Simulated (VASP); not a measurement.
# Si23W (a cell with a defect) in VASP: a series of runs, part 2 of 2

VASP 6.6.1. Earlier steps stand in the parts before.

### Step 3. Relaxation of the atoms, PBEsol+U, collinear spin, ferromagnetic start (atoms moved at random, drawn with an rms of 0.05 Å)

INCAR

```
ALGO = Normal
EDIFF = 1E-5
EDIFFG = -0.03
ENCUT = 350
GGA = PS
IBRION = 2
ISIF = 2
ISMEAR = 0
ISPIN = 2
ISYM = 0
LASPH = True
LCHARG = False
LDAU = True
LDAUJ = 0 0
LDAUL = 2 -1
LDAUPRINT = 1
LDAUTYPE = 2
LDAUU = 2 0
LMAXMIX = 4
LORBIT = 11
LREAL = Auto
LWAVE = False
MAGMOM = 2 0 0 0 0 0 0 0 0 0 0 0 0 0 0 0 0 0 0 0 0 0 0 0
NELM = 120
NSW = 60
NUPDOWN = 2
PREC = Accurate
SIGMA = 0.03
```

KPOINTS

```
k-points
0
Gamma
  2 3 3
```

POSCAR

```
Si23W
1.0
    0.0000000000      8.1555000000      8.1555000000
    5.4370000000      0.0000000000      5.4370000000
    5.4370000000      5.4370000000      0.0000000000
W Si
1 23
Direct
   -0.0000590000     -0.0006800000     -0.0007980000
   -0.0029230000     -0.0007070000      0.5069490000
   -0.0004520000      0.4989850000     -0.0015260000
    0.0032490000      0.4940030000      0.5014010000
    0.3361920000      0.0042820000     -0.0062460000
    0.3375110000      0.0051300000      0.4903960000
    0.3349040000      0.5053470000     -0.0026480000
    0.3345320000      0.5008980000      0.4957490000
    0.6684500000     -0.0024880000     -0.0027670000
    0.6654670000      0.0003880000      0.5005280000
    0.6660720000      0.5008300000      0.0039760000
    0.6663380000      0.5050940000      0.4936390000
    0.0835730000      0.1277370000      0.1279420000
    0.0805880000      0.1173680000      0.6379730000
    0.0802290000      0.6275970000      0.1260640000
    0.0904430000      0.6237840000      0.6217070000
    0.4175100000      0.1296480000      0.1221700000
    0.4130100000      0.1177800000      0.6344950000
    0.4141030000      0.6245300000      0.1240190000
    0.4162920000      0.6225980000      0.6221960000
    0.7468330000      0.1287760000      0.1236430000
    0.7524060000      0.1210850000      0.6217010000
    0.7454400000      0.6274960000      0.1241730000
    0.7460060000      0.6322580000      0.6203650000
```

Potentials or basis: VASP PAW PBE potentials, release 64 (W_sv, Si).

Command:

```sh
$ cat potpaw_PBE.64/W_sv/POTCAR potpaw_PBE.64/Si/POTCAR > POTCAR
$ mpirun -np 1 vasp_std > vasp.out
```

Wall time 41 min (1 thread of Intel Xeon Platinum 8559C (Emerald Rapids), shared host); peak memory 0.65 GiB.

It converged, with:

```yaml
Free_energy: -139.8360 eV
Energy_gained_by_relaxing: 24.8 meV/atom
Ionic_steps: 19
Pressure_after_relaxing: 1.1 GPa
Largest_force_after_relaxing: 0.028 eV/Å
Net_moment: 2.00 μB per cell
Site_moments: W +1.35; Si +0.02, +0.01, -0.00, -0.02, -0.03, +0.00 μB
Valence_electrons_inside_the_program's_atomic_spheres: W 12.07; Si 1.69, 1.70, 1.73
```

Forces in eV/Å, atoms in the order of the input:
```
W    0.001  0.000 -0.007
Si   0.011 -0.012 -0.003
Si   0.002  0.005 -0.007
Si  -0.009 -0.016 -0.015
Si  -0.014  0.018  0.007
Si  -0.010  0.003  0.001
Si  -0.007  0.005 -0.010
Si  -0.011  0.012 -0.005
Si   0.014 -0.002 -0.003
Si  -0.010 -0.002 -0.003
Si  -0.018  0.009 -0.005
Si  -0.003  0.000  0.009
Si  -0.012 -0.018 -0.002
Si  -0.001 -0.017  0.023
Si   0.004  0.005 -0.005
Si  -0.006  0.001  0.010
Si   0.007  0.005  0.007
Si  -0.001  0.004 -0.010
Si  -0.006 -0.002  0.015
Si   0.012  0.005  0.017
Si   0.009 -0.008 -0.008
Si   0.012  0.002 -0.011
Si   0.019  0.000 -0.005
Si   0.018  0.003  0.011
```

Stress tensor (GPa, compression positive):
```
 1.06 -0.04 -0.05
-0.04  1.06  0.06
-0.05  0.06  1.06
```

Step by step:
```csv
step,energy change (eV),largest force (eV/Å),pressure (GPa)
1,0.0000,2.8749,1.73
2,-0.5193,1.1219,1.15
3,-0.5334,0.8018,1.18
4,-0.5807,0.1618,1.08
5,-0.5807,0.1619,1.07
6,-0.5856,0.0814,1.06
7,-0.5861,0.0786,1.06
8,-0.5881,0.0617,1.06
9,-0.5894,0.1116,1.06
10,-0.5908,0.0856,1.06
11,-0.5933,0.0526,1.06
12,-0.5914,0.1739,1.06
13,-0.5937,0.0759,1.06
14,-0.5947,0.0309,1.06
15,-0.5948,0.0431,1.06
16,-0.5951,0.0315,1.06
17,-0.5954,0.0322,1.06
18,-0.5956,0.0304,1.06
19,-0.5959,0.0285,1.06
```

Final structure:
```
CELL_PARAMETERS angstrom
0.00000 8.15550 8.15550
5.43700 0.00000 5.43700
5.43700 5.43700 0.00000
ATOMIC_POSITIONS crystal
W 0.99664 0.99965 0.00024
Si 0.99977 0.99776 0.50120
Si 0.99912 0.50131 0.99800
Si 0.99897 0.50093 0.50189
Si 0.33262 0.00254 0.99973
Si 0.33741 0.99934 0.49576
Si 0.33685 0.49789 0.99768
Si 0.33318 0.50090 0.49885
Si 0.66845 0.99901 0.99722
Si 0.66460 0.99978 0.50448
Si 0.66350 0.50702 0.99848
Si 0.66666 0.50007 0.49886
Si 0.08428 0.12782 0.12786
Si 0.08807 0.12664 0.61370
Si 0.08748 0.61286 0.12770
Si 0.08400 0.62426 0.62458
Si 0.42008 0.12333 0.12131
Si 0.41508 0.12653 0.62634
Si 0.41407 0.62922 0.12466
Si 0.41696 0.62493 0.62338
Si 0.73747 0.13389 0.13139
Si 0.75084 0.12574 0.62339
Si 0.75023 0.62520 0.12440
Si 0.74935 0.62514 0.62402
```

Eigenvalues of the final occupation matrices:
```tsv
site	spin	trace	eigenvalues
site 1 d	1	2.44	0.40 0.42 0.42 0.59 0.60
site 1 d	2	1.10	0.05 0.06 0.33 0.33 0.33
```

Caveat: the PAW data sets were made with another functional, which shifts forces and pressure a little; the total moment is fixed, so each spin has its own Fermi level; the U is typed as a test and isn't derived for this compound. Spin-orbit coupling is left out, which matters for the levels of W.

### Step 4. Single point, PBEsol+U, collinear spin, ferromagnetic start

Changes to INCAR since step 3:

```diff
@@ -2,6 +2,4 @@
 EDIFF = 1E-5
-EDIFFG = -0.03
 ENCUT = 350
 GGA = PS
-IBRION = 2
 ISIF = 2
@@ -23,5 +21,4 @@
 MAGMOM = 2 0 0 0 0 0 0 0 0 0 0 0 0 0 0 0 0 0 0 0 0 0 0 0
+NBANDS = 75
 NELM = 120
-NSW = 60
-NUPDOWN = 2
 PREC = Accurate
```

KPOINTS is that of step 3.

POSCAR

```
Si23W                                   
1.0
    0.0000000000      8.1555000000      8.1555000000
    5.4370000000      0.0000000000      5.4370000000
    5.4370000000      5.4370000000      0.0000000000
  W               Si            
     1    23
Direct
     0.9966438255827125    0.9996477211641478    0.0002376096677904
     0.9997744247819077    0.9977597975747274    0.5012047755319282
     0.9991184487950051    0.5013059671884338    0.9979999023196786
     0.9989738150117535    0.5009270482374770    0.5018918798165855
     0.3326225033589150    0.0025413087418262    0.9997324278758958
     0.3374129569144500    0.9993378502511242    0.4957577781268830
     0.3368514806718652    0.4978930060798669    0.9976758178213150
     0.3331818080102000    0.5008985421393943    0.4988515756986732
     0.6684518646928311    0.9990123639369027    0.9972179398286187
     0.6645964962409789    0.9997841742740172    0.5044755401890672
     0.6635010056189222    0.5070179502295380    0.9984808244134843
     0.6666581698332954    0.5000714525578626    0.4988589297515706
     0.0842799406416873    0.1278164381650687    0.1278598631261811
     0.0880728336790308    0.1266384211404942    0.6136958628468956
     0.0874792600740495    0.6128596016731072    0.1276968896290024
     0.0840038521914581    0.6242585915966570    0.6245754342470633
     0.4200822835743164    0.1233333823096657    0.1213123654876873
     0.4150821268166127    0.1265262867598459    0.6263448831433671
     0.4140734972112492    0.6292164095633810    0.1246554301344848
     0.4169616488784539    0.6249267229626271    0.6233796999309008
     0.7374715640844688    0.1338872544916418    0.1313940744461554
     0.7508379000109118    0.1257432496360379    0.6233873333493679
     0.7502323324859349    0.6251988246080120    0.1243951082756997
     0.7493499608389900    0.6251366347181566    0.6240190543417118
```

Command:

```sh
$ cat potpaw_PBE.64/W_sv/POTCAR potpaw_PBE.64/Si/POTCAR > POTCAR
$ mpirun -np 1 vasp_std > vasp.out
```

Run time: 8.6 min. Hardware: 1 thread of Intel Xeon Platinum 8559C (Emerald Rapids), shared host; peak memory 0.63 GiB.

Results (log left out):

```yaml
Free_energy: -139.8360 eV
Pressure: 1.1 GPa
Largest_force: 0.028 eV/Å
Band_gap_on_the_k_mesh: 0.26 eV, indirect (least direct gap 0.37 eV)
Net_moment: 2.00 μB per cell
Site_moments: W +1.35; Si +0.02, +0.01, -0.00, -0.02, -0.03, +0.00 μB
Valence_electrons_inside_the_program's_atomic_spheres: W 12.07; Si 1.69, 1.70, 1.73
```

Forces on the atoms (eV/Å):
```
W    0.002  0.001 -0.007
Si   0.011 -0.012 -0.003
Si   0.002  0.005 -0.007
Si  -0.009 -0.017 -0.015
Si  -0.014  0.018  0.007
Si  -0.010  0.003  0.001
Si  -0.007  0.005 -0.010
Si  -0.011  0.012 -0.005
Si   0.014 -0.002 -0.003
Si  -0.010 -0.002 -0.003
Si  -0.018  0.009 -0.005
Si  -0.003  0.000  0.009
Si  -0.012 -0.017 -0.001
Si  -0.001 -0.017  0.022
Si   0.004  0.005 -0.005
Si  -0.006  0.001  0.010
Si   0.007  0.005  0.007
Si  -0.001  0.004 -0.010
Si  -0.006 -0.003  0.015
Si   0.012  0.005  0.017
Si   0.009 -0.008 -0.008
Si   0.012  0.002 -0.011
Si   0.019 -0.001 -0.005
Si   0.018  0.003  0.011
```

Stress tensor (GPa, compression positive):
```
 1.06 -0.04 -0.05
-0.04  1.07  0.06
-0.05  0.06  1.07
```

Levels at points of the mesh, in eV from the valence-band top:
Spin up:
| k point | band 51 | band 52 | band 53 | band 54 | band 55 | band 56 | band 57 | band 58 |
| --- | --- | --- | --- | --- | --- | --- | --- | --- |
| (0.00, 0.00, 0.00) | -0.41 | -0.30 | -0.11 | -0.10 | 0.95 | 1.12 | 1.13 | 1.15 |
| (0.50, 0.00, 0.00) | -0.59 | -0.54 | -0.20 | -0.12 | 0.66 | 1.04 | 1.05 | 1.13 |
Spin down:
```tsv
k point	band 48	band 49	band 50	band 51	band 52	band 53	band 54	band 55	band 56	band 57
(0.00, 0.00, 0.00)	-0.74	-0.72	-0.21	-0.08	-0.07	0.36	0.66	0.98	1.14	1.14
(0.50, 0.00, 0.00)	-0.90	-0.63	-0.60	-0.22	-0.21	0.26	0.59	0.80	1.09	1.13
```

Eigenvalues of the final occupation matrices:
| site | spin | trace | eigenvalues |
| --- | --- | --- | --- |
| site 1 d | 1 | 2.44 | 0.40 0.42 0.42 0.59 0.60 |
| site 1 d | 2 | 1.11 | 0.05 0.06 0.33 0.33 0.33 |

Caveat: the PAW data sets were made with another functional, which shifts forces and pressure a little; spin-orbit coupling is left out, which moves the levels of the heavy elements; the U is typed as a test and isn't derived for this compound.

### Step 5. Summary

| task | fixed moment (μB) | cell | gap on the mesh (eV) | pressure (GPa) | moment (μB) | largest force (eV/Å) |
| --- | --- | --- | --- | --- | --- | --- |
| relaxation of the atoms | - | atoms relaxed | 0.26 | 1.1 | 2.00 | 0.02 |
| relaxation of the atoms | 2 | atoms relaxed from: atoms moved at random, drawn with an rms of 0.05 Å | - | 1.1 | 2.00 | 0.03 |
| single point | - | P1, 20.09 Å³/atom | 0.26 | 1.1 | 2.00 | 0.03 |

Alike in all rows: level PBEsol+U; potentials or basis VASP PAW PBE potentials, release 64 (W_sv, Si); spin collinear, ferromagnetic start; W d U = 2 eV; k mesh 2 × 3 × 3; cutoff (eV) 350; smearing gaussian 0.03 eV.

Caveats: the PAW data sets were made with another functional, which shifts forces and pressure a little; the U is typed as a test and isn't derived for this compound; spin-orbit coupling is left out, which moves the levels of the heavy elements (some runs); the total moment is fixed, so each spin has its own Fermi level (some runs).

Total energies depend on the potentials used, so only differences within one code and one set of settings carry meaning.
